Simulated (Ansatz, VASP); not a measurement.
## One calculation of CuO, two programs

The input INCAR:

```
PREC     = Accurate       # precision mode
ENCUT    = 520            # plane-wave cutoff, eV
EDIFF    = 1E-7           # SCF threshold, eV
ISMEAR   = 0              # smearing method
SIGMA    = 0.05           # smearing width, eV
LREAL    = F              # projectors in reciprocal space
LASPH    = T              # aspherical terms in the spheres
NELM     = 150            # most SCF steps
ALGO     = Normal         # electronic algorithm
ISIF     = 2              # what is computed and relaxed
LWAVE    = F              # write WAVECAR
LCHARG   = F              # write CHGCAR
LMAXMIX  = 4              # l up to which the mixer works
LDAU     = T              # DFT+U
LDAUTYPE = 2            
LDAUL    = 2 -1           # shell
LDAUU    = 3 0            # U, eV
LDAUJ    = 0 0          
LDAUPRINT= 1            
GGA      = PS             # functional
NBANDS   = 25             # bands
```

File KPOINTS:

```
Automatic mesh
0
Gamma
  7 7 4
```

File POSCAR:

```
CuO
1.0
    2.3418496200     -1.7112997200      0.0000000000
    2.3418496200      1.7112997200      0.0000000000
   -0.8500298600      0.0000000000      5.0578691900
Cu O
2 2
Direct
    0.0000000000      0.5000000000      0.0000000000
    0.5000000000      0.0000000000      0.5000000000
    0.5816000000      0.4184000000      0.2500000000
    0.4184000000      0.5816000000      0.7500000000
```

Input for Ansatz:

```yaml
crystal:
  lattice:
    - [2.34184962, -1.71129972, 0.0]
    - [2.34184962, 1.71129972, 0.0]
    - [-0.85002986, 0.0, 5.05786919]
  atoms:
    - { symbol: Cu, position: [0.0, 0.5, 0.0] }
    - { symbol: Cu, position: [0.5, 0.0, 0.5] }
    - { symbol: O, position: [0.5816, 0.4184, 0.25] }
    - { symbol: O, position: [0.4184, 0.5816, 0.75] }
basis:
  ecutwfc: 420
  ecutrho_ratio: 4
kpoints:
  mp_grid: { grid: [7, 7, 4] }
hamiltonian:
  xc: pbesol
  hubbard:
    sites: [{ site: 0, l: d, u_eff: 3.0 }, { site: 1, l: d, u_eff: 3.0 }]
scf:
  occupations: { method: gaussian, width: 0.05 }
  lower_state_search: "off"
  max_iter: 150
output:
  forces: true
  stress: true
  eigenvalues: true
  populations: true
  hubbard: { sites: [{ site: 0, l: d }, { site: 1, l: d }] }
```

Alike in both runs: task single point; functional PBEsol; k mesh 7 × 7 × 4; occupations gaussian, width 0.05 eV; no spin polarisation; Hubbard terms Cu d U = 3.0 eV.

|  | VASP | Ansatz |
| --- | --- | --- |
| version | VASP 6.6.1 | Ansatz 0.2.0 |
| potentials or method | VASP PAW PBE potentials, release 64 (Cu, O) | scalar-relativistic, plane waves, PAW |
| plane-wave cutoff (eV) | 520 | 420 |
| valence electrons in the cell | 34 | 50 |

VASP gave:

```
gap on the k mesh at the Fermi level (eV)       : none
pressure (GPa)                                  : -4.4
largest component of the traceless stress (GPa) : 2.23
rms of the force components (eV/Å)              : 0.138
```

**Question.** Estimate Ansatz's values.

**Answer.** gap on the k mesh at the Fermi level (eV): none; pressure (GPa): -1.3; largest component of the traceless stress (GPa): 1.83; rms of the force components (eV/Å): 0.133.

The programs project onto different local orbitals, so the same U acts differently. Atom by atom the forces differ by 0.005 eV/Å (rms over components). A gap of «none» marks a metal or a gap that the smearing closes. The two sets of potentials don't hold the same shells in valence. Ansatz warned: «filled_band_counts_differ_across_k_points».

Caveats: the PAW data sets were made with another functional, which shifts forces and pressure a little (VASP); the run has no spin polarisation, though such a crystal can be magnetic; U without spin polarisation on a metal has little footing.
